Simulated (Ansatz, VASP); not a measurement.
GaN in VASP and in Ansatz

Contents of POSCAR:

```
GaN
1.0
    0.0000000000      2.2500000000      2.2500000000
    2.2500000000      0.0000000000      2.2500000000
    2.2500000000      2.2500000000      0.0000000000
Ga N
1 1
Direct
    0.0000000000      0.0000000000      0.0000000000
    0.2500000000      0.2500000000      0.2500000000
```

The input INCAR.step1:

```
PREC = Accurate
ENCUT = 600
ISMEAR = 0
SIGMA = 0.02
LREAL = F
LASPH = T
NELM = 100
GGA = PE
ALGO = Normal
EDIFF = 1E-4
LWAVE = T
LCHARG = F
```

Contents of INCAR.step2:

```
PREC = Accurate
ENCUT = 600
EDIFF = 1E-6
ISMEAR = 0
SIGMA = 0.02
LREAL = F
LASPH = T
NELM = 100
ALGO = Normal
ISIF = 3
LWAVE = F
LCHARG = F
METAGGA = R2SCAN
LMIXTAU = T
IBRION = 2
NSW = 100
EDIFFG = -0.002
ISTART = 1
```

KPOINTS

```
Automatic mesh
0
Gamma
  10 10 10
```

Input for Ansatz:

```yaml
crystal:
  lattice:
    - [0.0, 2.25, 2.25]
    - [2.25, 0.0, 2.25]
    - [2.25, 2.25, 0.0]
  atoms:
    - { symbol: Ga, position: [0.0, 0.0, 0.0] }
    - { symbol: "N", position: [0.25, 0.25, 0.25] }
basis:
  ecutwfc: 500
kpoints:
  mp_grid: { grid: [10, 10, 10] }
hamiltonian:
  xc: r2scan
  pseudopotentials: { kind: paw, azcp: { folder: soft_1 } }
scf:
  occupations: { method: gaussian, width: 0.02 }
output:
  forces: true
  stress: true
  eigenvalues: true
  write_density: true
  write_potential: true
  elf: true
  volumetric_format: npy
relax:
  adjacent_minimum: "off"
  f_tol: 0.002
  max_steps: 80
  cell: { stress_tol: 0.02 }
```

The cell was built by a generator and needn't be a form met in nature.

Alike in both runs: task relaxation of cell and atoms; functional r2SCAN; k mesh 10 × 10 × 10; occupations gaussian, width 0.02 eV; no spin polarisation.

|  | VASP | Ansatz |
| --- | --- | --- |
| version | VASP 6.6.1 | Ansatz 0.2.0 |
| potentials or method | VASP PAW PBE potentials, release 64 (Ga_d, N) | scalar-relativistic, plane waves, PAW |
| plane-wave cutoff (eV) | 600 | 500 |
| valence electrons in the cell | 18 | 18 |

|  | VASP | Ansatz | Ansatz less VASP |
| --- | --- | --- | --- |
| gap on the k mesh at the Fermi level, each at its own relaxed structure (eV) | 2.12 | 2.17 | +0.049 |
| relaxed volume (Å³/atom) | 11.44 | 11.38 | -0.066 |
| relaxed cell length with the largest relative difference (Å) | 3.187 | 3.181 | -0.0062 |

Caveats: the PAW data sets were made with another functional, which shifts forces and pressure a little (VASP). r2SCAN opens gaps a little over a GGA but as a rule still falls short of measured ones.
